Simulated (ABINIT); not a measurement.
Runs of ABINIT 10.8.3 (patched build) on Si2W. It takes space group I4/mmm (No. 139, tetragonal). Conventional cell: a = 3.214 Å, b = 3.214 Å, c = 7.830 Å, α = 90.00°, β = 90.00°, γ = 90.00°. W (site symmetry 4/mmm) is surrounded by 10 Si at 2.62 Å. Around Si (site symmetry 4mm) lie 5 Si at 2.59 to 2.63 Å and 5 W at 2.62 Å. 

```csv
task,level,potentials or basis,cell,k mesh,cutoff (eV),smearing,cell freedom (optcell),cutoff smearing ecutsm (Ha),optimiser (ionmov),force stop (Ha/bohr),fine-grid cutoff,mesh quality,gap on the mesh (eV),pressure (GPa),largest force (eV/Å)
relaxation of cell and atoms,WC,JTH PAW PBE v2.0,relaxed,8 × 8 × 8,517,fermi-dirac 0.05 eV,2,0.5,2,5e-05,1034.03 eV,not flagged,none,0.0,-
band structure,LDA,JTH PAW LDA v2.0,as given,12 × 12 × 12,408,fermi-dirac 0.05 eV,-,-,-,-,816.342 eV,not flagged,none,-,0.05
band structure,BLYP,JTH PAW PBE v2.0,as given,12 × 12 × 12,408,fermi-dirac 0.05 eV,-,-,-,-,816.342 eV,not flagged,none,-,-
band structure,BP86,JTH PAW PBE v2.0,as given,12 × 12 × 12,408,fermi-dirac 0.05 eV,-,-,-,-,816.342 eV,not flagged,none,-,0.03
band structure,PW91,JTH PAW PBE v2.0,as given,12 × 12 × 12,408,fermi-dirac 0.05 eV,-,-,-,-,816.342 eV,not flagged,none,-,0.05
single point,B3LYP,SPMS NC PBE v1.0,as given,6 × 6 × 6,680,fixed,-,-,-,-,-,coarse,none,-,-
single point,HSE06,PseudoDojo NC SR PBE v0.4.1 standard,as given,4 × 4 × 4,844,fermi-dirac 0.05 eV,-,-,-,-,-,coarse,none,-0.4,(b)
band structure,HCTH407,JTH PAW PBE v2.0,as given,12 × 12 × 12,435,fermi-dirac 0.05 eV,-,-,-,-,870.764 eV,not flagged,none,-14.1,(a)
```

Alike in all rows: no spin polarisation.

**Question.** Estimate the missing entries.

**Answer.** (a) 0.27; (b) 0.19.

Caveats: some runs use coarse meshes; the PAW data sets were made with another functional, which shifts forces and pressure a little (some runs); the potentials were made for another functional, which shifts forces and pressure (some runs); exact exchange is summed on a coarse mesh, which widens gaps by tenths of an eV (some runs); Libxc's HSE differs a little from that of other programs (some runs).

A k mesh can miss the band edges, and the runs leave out spin-orbit coupling on W.

A gap of «none» marks a metal or a gap under the smearing width.

Not every run made on this cell is shown here.
